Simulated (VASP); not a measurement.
# ZnSe (F-43m) in VASP: band structure with PBE

Aim: the band structure of ZnSe with PBE.

Program: VASP 6.6.1. These are calculated values, not measurements. Logs are shortened: lines on timing, memory, paths and dates and some standing lists are left out, and cuts for length are marked.

**Measured values to compare with.**

“Alloy Disordering Effects on the Thermal Conductivity and Energy Gap Temperature Dependence of Cd1−xZnxSe Ternary Crystals Grown by the Bridgman Method”, 2023, pmc:10253836 reports, for a bulk crystal of ZnSe at 300 K: band gap 2.695 ± 0.003 eV (an exciton energy, a little under the gap).

How close the calculation comes is told below.

## (1) The structure

Symmetry: F-43m, No. 216, cubic system. The conventional cell has a = 5.740 Å, b = 5.740 Å, c = 5.740 Å, α = 90.00°, β = 90.00°, γ = 90.00°. Around Zn (site symmetry -43m) lie 4 Se at 2.49 Å. Around Se (site symmetry -43m) lie 4 Zn at 2.49 Å.

## (2) Band structure, PBE

File INCAR:

```
SYSTEM = ZnSe
PREC = Accurate
ENCUT = 520
EDIFF = 1E-7
ISMEAR = 0
SIGMA = 0.02
LREAL = .FALSE.
LASPH = .TRUE.
NELM = 80
ALGO = Fast
ISIF = 2
LWAVE = .FALSE.
LCHARG = .FALSE.
GGA = PE
NBANDS = 16
AMIX = 0.2
```

File KPOINTS:

```
Automatic mesh
0
G
  10 10 10
  0 0 0
```

File POSCAR:

```
ZnSe                                    
1.0
    0.0000000000      2.8699490005      2.8699490005
    2.8699490005      0.0000000000      2.8699490005
    2.8699490005      2.8699490005      0.0000000000
  Zn              Se            
     1     1
Direct
     0.0000000000000000    0.0000000000000000    0.0000000000000000
     0.2500000000000000    0.2500000000000000    0.2500000000000000
```

File KPOINTS_OPT:

```
path GXWKGLUWLK,UX
20
line-mode
reciprocal
 0.0000000000  0.0000000000  0.0000000000  G
 0.5000000000  0.0000000000  0.5000000000  X

 0.5000000000  0.0000000000  0.5000000000  X
 0.5000000000  0.2500000000  0.7500000000  W

 0.5000000000  0.2500000000  0.7500000000  W
 0.3750000000  0.3750000000  0.7500000000  K

 0.3750000000  0.3750000000  0.7500000000  K
 0.0000000000  0.0000000000  0.0000000000  G

 0.0000000000  0.0000000000  0.0000000000  G
 0.5000000000  0.5000000000  0.5000000000  L

 0.5000000000  0.5000000000  0.5000000000  L
 0.6250000000  0.2500000000  0.6250000000  U

 0.6250000000  0.2500000000  0.6250000000  U
 0.5000000000  0.2500000000  0.7500000000  W

 0.5000000000  0.2500000000  0.7500000000  W
 0.5000000000  0.5000000000  0.5000000000  L

 0.5000000000  0.5000000000  0.5000000000  L
 0.3750000000  0.3750000000  0.7500000000  K

 0.6250000000  0.2500000000  0.6250000000  U
 0.5000000000  0.0000000000  0.5000000000  X
```

Potentials or basis: VASP PAW PBE potentials, release 64 (Zn, Se).

Run with:

```bash
$ cat potpaw_PBE.64/Zn/POTCAR potpaw_PBE.64/Se/POTCAR > POTCAR
$ mpirun -np 1 vasp_std > vasp.out
```

OUTCAR:

```text
SYSTEM = ZnSe
   PREC = Accurate
   ENCUT = 520
   EDIFF = 1E-7
   ISMEAR = 0
   LREAL = .FALSE.
   LASPH = .TRUE.
   NELM = 80
   ISIF = 2
   GGA = PE
   AMIX = 0.2

 ion  position               nearest neighbor table
   1  0.000  0.000  0.000-   2 2.49   2 2.49   2 2.49   2 2.49
   2  0.250  0.250  0.250-   1 2.49   1 2.49   1 2.49   1 2.49

  LATTYP: Found a face centered cubic cell.
 ALAT       =     5.7398980010

  Lattice vectors:

 A1 = (   0.0000000000,   2.8699490005,   2.8699490005)
 A2 = (   2.8699490005,   0.0000000000,   2.8699490005)
 A3 = (   2.8699490005,   2.8699490005,   0.0000000000)

Analysis of symmetry for initial positions (statically):
=====================================================================
 Subroutine PRICEL returns:
 Original cell was already a primitive cell.

 Routine SETGRP: Setting up the symmetry group for a
 face centered cubic supercell.

 Subroutine GETGRP returns: Found 24 space group operations
 (whereof 24 operations were pure point group operations)
 out of a pool of 48 trial point group operations.

The static configuration has the point symmetry T_d .

Analysis of symmetry for dynamics (positions and initial velocities):
=====================================================================
 Subroutine PRICEL returns:
 Original cell was already a primitive cell.

 Routine SETGRP: Setting up the symmetry group for a
 face centered cubic supercell.

 Subroutine GETGRP returns: Found 24 space group operations
 (whereof 24 operations were pure point group operations)
 out of a pool of 48 trial point group operations.

The dynamic configuration has the point symmetry T_d .

 Subroutine INISYM returns: Found 24 space group operations
 (whereof 24 operations are pure point group operations),
 and found     1 'primitive' translations

----------------------------------------------------------------------------------------

                                     Primitive cell

  volume of cell :      47.2773

  direct lattice vectors                    reciprocal lattice vectors
     0.000000000  2.869949001  2.869949001    -0.174219124  0.174219124  0.174219124
     2.869949001  0.000000000  2.869949001     0.174219124 -0.174219124  0.174219124
     2.869949001  2.869949001  0.000000000     0.174219124  0.174219124 -0.174219124

  length of vectors
     4.058720800  4.058720800  4.058720800     0.301756374  0.301756374  0.301756374

  position of ions in fractional coordinates (direct lattice)
     0.000000000  0.000000000  0.000000000
[... 80 lines left out ...]
   EDIFFG = 0.1E-05   stopping-criterion for IOM
   NSW    =      0    number of steps for IOM
   IBRION =     -1    ionic relax: 0-MD 1-quasi-New 2-CG
   NFREE  =      0    steps in history (QN), initial steepest desc. (CG)
   ISIF   =      2    stress and relaxation
   ISYM   =      2    0-nonsym 1-usesym 2-fastsym
   POTIM  = 0.5000    time-step for ionic-motion
   TEBEG  =    0.0;   TEEND  =   0.0 temperature during run
   PSTRESS=    0.0 pullay stress
   NELECT =      18.0000    total number of electrons
   NUPDOWN=      -1.0000    fix difference up-down
   EMIN   =  10.00;   EMAX   =-10.00  energy-range for DOS
   EFERMI =   0.00;   METHOD = LEGACY
   ISMEAR =     0;   SIGMA  =   0.02  broadening in eV -4-tet -1-fermi 0-gaus
   EFERMI_NEDOS =   21; number of points for ismear=-14 and -15
   IALGO  =     68    algorithm
   IMIX   =      4    mixing-type and parameters
     AMIX     =   0.20;   BMIX     =  1.00
     AMIX_MAG =   0.80;   BMIX_MAG =  1.00
  volume/ion in A,a.u.               =      23.64       159.52
  Fermi-wavevector in a.u.,A,eV,Ry     =   1.186538  2.242231 19.155253  1.407871
  Thomas-Fermi vector in A             =   2.322708
   LORBIT       =      0    0 simple, 1 ext, 2 COOP (PROOUT), +10 PAW based schemes
   GGA     = PE    functional components
   LHFCALC =     F    Hartree Fock is set to
   AEXX    =    0.0000 exact exchange contribution
   IVDW    =     0    specifies the selected vdW correction
   LEPSILON=     F    determine dielectric tensor
   LRPA    =     F    only Hartree local field effects (RPA)
 non-spin polarized calculation
 RMM-DIIS sequential band-by-band and
 Gauss-broadening in eV      SIGMA  =   0.02
  energy-cutoff  :      520.00
  volume of cell :       47.28
 maximum number of plane-waves:      1295
   NGX = 15   NGY = 15   NGZ = 15

 number of electron      18.0000016 magnetization

 Free energy of the ion-electron system (eV)
  ---------------------------------------------------
  ext. energy  EPLUGINS =         0.00000000
  ---------------------------------------------------
  free energy    TOTEN  =        -6.03320382 eV

  energy without entropy =       -6.03320382  energy(sigma->0) =       -6.03320382

 E-fermi :   1.4306     XC(G=0):  -9.1493

 val. band max:        1.2940228657   @ k =   0.0000   0.0000   0.0000
 cond. band min:       2.4333055899   @ k =   0.0000   0.0000   0.0000
 fundamental gap:      1.1392827243
 Fermi energy:         1.4306492673

 k-point     1 :       0.0000    0.0000    0.0000
  band No.  band energies     occupation
      1     -11.7286      2.00000
      2      -5.1202      2.00000
      3      -5.1202      2.00000
      4      -5.1202      2.00000
      5      -4.7840      2.00000
      6      -4.7840      2.00000
[... 433 lines left out ...]
      3      -4.9529      2.00000
      4      -4.9420      2.00000
      5      -4.7526      2.00000
      6      -4.7511      2.00000
[... 8 lines left out ...]
     15      14.4652      0.00000
     16      15.7541      0.00000

 [... further k-points ...]

------------------------ aborting loop because EDIFF is reached ----------------------------------------

  FORCE on cell =-STRESS in cart. coord.  units (eV):
  Direction    XX          YY          ZZ          XY          YZ          ZX
  --------------------------------------------------------------------------------------
  -------------------------------------------------------------------------------------
  Total       -0.0058680     -0.0058680     -0.0058680     -0.0000000      0.0000000      0.0000000
  in kB       -0.1988608     -0.1988608     -0.1988608     -0.0000000      0.0000000      0.0000000
  external PRESSURE =      -0.1988608 kB  Pullay stress =       0.0000000 kB

 VOLUME and BASIS-vectors are now :
 -----------------------------------------------------------------------------
  energy-cutoff  :      520.00
  volume of cell :       47.28
      direct lattice vectors                 reciprocal lattice vectors
     0.000000000  2.869949001  2.869949001    -0.174219124  0.174219124  0.174219124
     2.869949001  0.000000000  2.869949001     0.174219124 -0.174219124  0.174219124
     2.869949001  2.869949001  0.000000000     0.174219124  0.174219124 -0.174219124

 POSITION                                       TOTAL-FORCE (eV/Angst)
 -----------------------------------------------------------------------------------
      0.00000      0.00000      0.00000        -0.000000     -0.000000     -0.000000
      1.43497      1.43497      1.43497         0.000000      0.000000      0.000000
 -----------------------------------------------------------------------------------
    total drift:                               -0.000001     -0.000001     -0.000001

  FREE ENERGIE OF THE ION-ELECTRON SYSTEM (eV)
  ---------------------------------------------------
  free  energy   TOTEN  =        -6.0332038208 eV

  energy  without entropy=       -6.0332038208  energy(sigma->0) =       -6.03320382
```

stdout:

```text
POSCAR found type information on POSCAR ZnSe
 POSCAR found :  2 types and       2 ions
 scaLAPACK will be used
 LDA part: xc-table for (Slater+PW92), standard interpolation
 POSCAR, INCAR and KPOINTS ok, starting setup
 FFT: planning ... GRIDC
 FFT: planning ... GRID_SOFT
 FFT: planning ... GRID
 WAVECAR not read
 entering main loop
WARNING in EDDRMM: call to ZHEGV failed, returncode =   8  4     15
 Start KPOINTS_OPT (optional k-point list driver)
k-point batch [1-47\200]
k-point batch [48-94\200]
k-point batch [95-141\200]
k-point batch [142-188\200]
k-point batch [189-200\200]
```

Wall time 98 s (1 thread of Intel Xeon Platinum 8488C (Sapphire Rapids), shared host); peak memory 0.2 GiB.

Results:

| Property | Result |
| --- | --- |
| Free energy | -6.0332 eV |
| Pressure | 0.0 GPa |
| Band gap on the k mesh | 1.14 eV, direct |
| Band gap along the path | 1.14 eV, direct |

Levels at the corners of the path, in eV from the valence-band top:
| point | band 5 | band 6 | band 7 | band 8 | band 9 | band 10 | band 11 | band 12 | band 13 | band 14 |
| --- | --- | --- | --- | --- | --- | --- | --- | --- | --- | --- |
| Γ | -6.08 | -6.08 | 0.00 | 0.00 | 0.00 | 1.14 | 5.81 | 5.81 | 5.81 | 9.78 |
| X | -6.03 | -5.91 | -4.59 | -2.05 | -2.05 | 3.07 | 3.46 | 10.47 | 10.99 | 10.99 |
| X | -6.03 | -5.91 | -4.59 | -2.05 | -2.05 | 3.07 | 3.46 | 10.47 | 10.99 | 10.99 |
| W | -6.10 | -5.81 | -4.50 | -2.61 | -2.49 | 5.38 | 5.48 | 6.88 | 7.71 | 11.43 |
| W | -6.10 | -5.81 | -4.50 | -2.61 | -2.49 | 5.38 | 5.48 | 6.88 | 7.71 | 11.43 |
| K | -6.06 | -5.84 | -4.53 | -2.91 | -1.68 | 3.61 | 5.51 | 8.93 | 9.14 | 9.35 |
| K | -6.06 | -5.84 | -4.53 | -2.91 | -1.68 | 3.61 | 5.51 | 8.93 | 9.14 | 9.35 |
| Γ | -6.08 | -6.08 | 0.00 | 0.00 | 0.00 | 1.14 | 5.81 | 5.81 | 5.81 | 9.78 |
| Γ | -6.08 | -6.08 | 0.00 | 0.00 | 0.00 | 1.14 | 5.81 | 5.81 | 5.81 | 9.78 |
| L | -6.06 | -5.93 | -4.99 | -0.81 | -0.81 | 2.48 | 6.39 | 6.39 | 8.47 | 10.80 |
| L | -6.06 | -5.93 | -4.99 | -0.81 | -0.81 | 2.48 | 6.39 | 6.39 | 8.47 | 10.80 |
| U | -6.06 | -5.84 | -4.53 | -2.91 | -1.68 | 3.61 | 5.51 | 8.93 | 9.14 | 9.35 |
| U | -6.06 | -5.84 | -4.53 | -2.91 | -1.68 | 3.61 | 5.51 | 8.93 | 9.14 | 9.35 |
| W | -6.10 | -5.81 | -4.50 | -2.61 | -2.49 | 5.38 | 5.48 | 6.88 | 7.71 | 11.43 |
| W | -6.10 | -5.81 | -4.50 | -2.61 | -2.49 | 5.38 | 5.48 | 6.88 | 7.71 | 11.43 |
| L | -6.06 | -5.93 | -4.99 | -0.81 | -0.81 | 2.48 | 6.39 | 6.39 | 8.47 | 10.80 |
| L | -6.06 | -5.93 | -4.99 | -0.81 | -0.81 | 2.48 | 6.39 | 6.39 | 8.47 | 10.80 |
| K | -6.06 | -5.84 | -4.53 | -2.91 | -1.68 | 3.61 | 5.51 | 8.93 | 9.14 | 9.35 |
| U | -6.06 | -5.84 | -4.53 | -2.91 | -1.68 | 3.61 | 5.51 | 8.93 | 9.14 | 9.35 |
| X | -6.03 | -5.91 | -4.59 | -2.05 | -2.05 | 3.07 | 3.46 | 10.47 | 10.99 | 10.99 |

## (3) Comparison with measurements

Step 2. Measured gap of ZnSe: 2.695 eV (an exciton energy, a little under the gap; 300 K; “Alloy Disordering Effects on the Thermal Conductivity and Energy Gap Temperature Dependence of Cd1−xZnxSe Ternary Crystals Grown by the Bridgman Method”, 2023, pmc:10253836). This calculation gives 1.14 eV (-1.56 eV). So large a miss can be the level of theory's own, or it may mean another phase, state or a wrong row. Spin-orbit coupling on Se is left out. The value is that of PBE, without temperature or zero-point motion. Semilocal functionals fall short of measured gaps as a rule.
